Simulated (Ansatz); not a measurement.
Crystal: SnTe.

```xyz
2
Lattice="0.0000 3.1509 3.1509 3.1509 0.0000 3.1509 3.1509 3.1509 0.0000" Properties=species:S:1:pos:R:3 pbc="T T T"
Te    3.1509    3.1509    3.1509
Sn    0.0000    0.0000    0.0000
```

- Program: Ansatz 0.2.0
- Task: relaxation of cell and atoms
- Functional: LDA
- Potentials or basis: all-electron LAPW, scalar-relativistic
- Basis error allowed: 0.001 eV/atom
- k mesh: 7 × 7 × 7
- Occupations: fermi-dirac, width 0.05 eV
- Spin: no spin polarisation

At the start: volume 31.28 Å³/atom.

**Question.** Where does the relaxation end?

**Answer.** Over 4 steps the energy falls by 5.1 meV/atom and the volume is 30.28 Å³/atom (-3.2 %); space group Fm-3m (No. 225, to 0.05 Å).

Step by step:
```tsv
step	energy change (eV)	largest force (eV/Å)	volume (Å³)
1	0.0000	0.0000	62.56
2	-0.0088	0.0000	59.78
3	-0.0102	0.0000	60.56
4	-0.0102	0.0000	60.56
```

Final structure:
```cif
data_structure
_symmetry_space_group_name_H-M 'P 1'
_symmetry_Int_Tables_number 1
_cell_length_a 4.4079
_cell_length_b 4.4079
_cell_length_c 4.4079
_cell_angle_alpha 60.000
_cell_angle_beta 60.000
_cell_angle_gamma 60.000
_cell_volume 60.56
loop_
_atom_site_label
_atom_site_type_symbol
_atom_site_fract_x
_atom_site_fract_y
_atom_site_fract_z
_atom_site_occupancy
Te1 Te 0.50000 0.50000 0.50000 1
Sn1 Sn 0.00000 0.00000 0.00000 1
```
